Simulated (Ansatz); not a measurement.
Input and command of a calculation in Ansatz (plane waves; scalar-relativistic PAW potentials unless the input names others):

```yaml
crystal:
  lattice:
    - [0.3360451046, 2.8563833887, 2.8563833887]
    - [2.8563833887, 0.3360451046, 2.8563833887]
    - [2.8563833887, 2.8563833887, 0.3360451046]
  atoms:
    - { symbol: Zn, position: [0.0, 0.0, 0.0] }
    - { symbol: S, position: [0.75, 0.75, 0.75] }
basis:
  ecutwfc: "58.8 Ry"
kpoints:
  mp_grid: { grid: [10, 10, 10] }
hamiltonian:
  xc: pbesol
scf:
  occupations: { method: gaussian, width: 0.05 }
output:
  forces: true
  eigenvalues: true
  stress: true
accuracy: high
```

```bash
ansatz run input.yaml --threads 1 --pin off --max-ram 2560MiB --backend cpu --events-out ev --progress --plain --runs-dir out
```

Abridged log:
```
Basis set: ecut = 800.01475563 eV, 1985 PW (Γ), exchange–correlation on 90×90×90 points (8 copies of the dense FFT grid, shifted against one another)
Bands: 13, of which v1, the nominal top of the filled ones, is band 9 counted from 1 (8 counted from 0)
Symmetry: 6 space group operations
k-points: 116 of 1000 (time reversal used)
SCF iter   1: F=—  HF=-4167.113983 eV  |F-HF|=—  |Δ(HF+E_count)|=         —  Δρ=5.02e-3  dr2=1.24e-2  ethr=1.77e-3  ⟨swp⟩=6.5  Hψ=10575  notcnv=0
SCF iter   2: F=—  HF=-4167.109789 eV  |F-HF|=—  |Δ(HF+E_count)|=   4.19e-3  Δρ=9.92e-4  dr2=2.05e-4  ethr=6.86e-5  ⟨swp⟩=2.7  Hψ=3920  notcnv=0
SCF iter   3: F=—  HF=-4167.109815 eV  |F-HF|=—  |Δ(HF+E_count)|=   2.53e-5  Δρ=5.72e-4  dr2=6.61e-5  ethr=1.14e-6  ⟨swp⟩=2.0  Hψ=2434  notcnv=0
SCF iter   4: F=—  HF=-4167.109840 eV  |F-HF|=—  |Δ(HF+E_count)|=   2.54e-5  Δρ=2.74e-4  dr2=2.37e-5  ethr=3.67e-7  ⟨swp⟩=2.0  Hψ=2443  notcnv=0
SCF iter   5: F=—  HF=-4167.109839 eV  |F-HF|=—  |Δ(HF+E_count)|=   1.67e-6  Δρ=5.60e-5  dr2=6.85e-7  ethr=1.31e-7  ⟨swp⟩=2.0  Hψ=2443  notcnv=0
SCF iter   6: F=-4167.109839 eV  HF=-4167.109839 eV  |F-HF|=1.24e-8  |Δ(HF+E_count)|=   4.79e-7  Δρ=8.39e-6  dr2=1.24e-8  ethr=5.56e-10  ⟨swp⟩=6.0  Hψ=8163  notcnv=0
SCF iter   7: F=—  HF=-4167.109839 eV  |F-HF|=—  |Δ(HF+E_count)|=   1.42e-8  Δρ=2.28e-6  dr2=8.05e-10  ethr=6.88e-11  ⟨swp⟩=2.2  Hψ=2054  notcnv=0
SCF iter   8: F=—  HF=-4167.109839 eV  |F-HF|=—  |Δ(HF+E_count)|=  9.03e-10  Δρ=3.41e-7  dr2=2.50e-11  ethr=4.47e-12  ⟨swp⟩=2.1  Hψ=2492  notcnv=0
SCF iter   9: F=-4167.109839 eV  HF=-4167.109839 eV  |F-HF|=0.00e0  |Δ(HF+E_count)|=  1.27e-11  Δρ=5.63e-8  dr2=6.06e-13  ethr=1.00e-12  ⟨swp⟩=6.0  Hψ=7035  notcnv=0
SCF 1 converged in 9 iterations: F = -4167.109839 eV  dr2 = 6.06e-13
SCF converged after 9 iterations
Free energy (F): -4167.109839 eV
Harris-Foulkes:  -4167.109839 eV  (|F-HF|=0.00e0)
Internal energy: -4167.109839 eV  (E = F + TS)
E sigma→0 (E₀):  -4167.109839 eV
Fermi energy:    6.987407 eV
--- Forces (eV/Å), atoms counted from 1 ---
  atom   1  Zn    -0.34718811    -0.34718811    -0.34718811
  atom   2  S      0.34718807     0.34718807     0.34718807
--- Stress (GPa, compression-positive) ---
        3.759211      -7.052375      -7.052375
       -7.052375       3.759211      -7.052375
       -7.052375      -7.052375       3.759211
  P = ⅓ Tr σ = 3.7592 GPa (37.592 kbar)
```

Apart from outputs and empty bands, the input differs from a reference run on usual settings in basis.ecutwfc: 420 → "58.8 Ry"; accuracy: not typed → "high". The reference, at the same geometry (not necessarily relaxed), gave pressure 3.76 GPa, largest force 0.602 eV/Å, gap on the mesh 1.20 eV. This run converged in 9 SCF iterations (reference: 6) with an energy at zero smearing 1.54 meV/atom below the reference's, pressure 3.76 GPa, largest force 0.601 eV/Å, gap on the mesh 1.20 eV.

The run took 20 s on 1 thread of Arm Neoverse V2 (shared host), peak memory 0.49 GiB.